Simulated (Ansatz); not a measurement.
# V in Ansatz: the effect of functional

The system is V.

```
V
1.0
     2.58682    0.00000    0.00000
    -1.29341    2.24025    0.00000
     0.00000    0.00000    4.69163
V
2
Direct
  0.33333 0.66667 0.25000
  0.66667 0.33333 0.75000
```

This isn't the form of V at room conditions, which is bcc.

The cell isn't the ideal one: volume scaled by 0.98.

Alike in all runs:

* Program: Ansatz 0.2.0
* Task: single point
* Potentials or basis: Ansatz PAW
* k mesh: 12 × 12 × 6
* Occupations: fermi-dirac, width 0.05 eV
* Spin: collinear spin, ferromagnetic start
* Starting moments: [2.0, 2.0] μB

Q: One run gave: pressure 0.4 GPa. Which functional did it use?
A. LDA
B. PBEsol
C. r2SCAN

A: C.

```csv
functional,cutoff,pressure (GPa)
LDA,420 eV (not typed: the program's choice for these potentials),-9.8
PBEsol,420 eV (not typed: the program's choice for these potentials),-3.9
r2SCAN,500 eV (not typed: the program's choice for these potentials),0.4
```

Caveats: the PAW data sets come from PBE, with cores solved anew for the run's functional, which leaves a small shift of forces and pressure; the starting moments weren't kept; the magnetic or orbital state may not be the lowest (some runs).
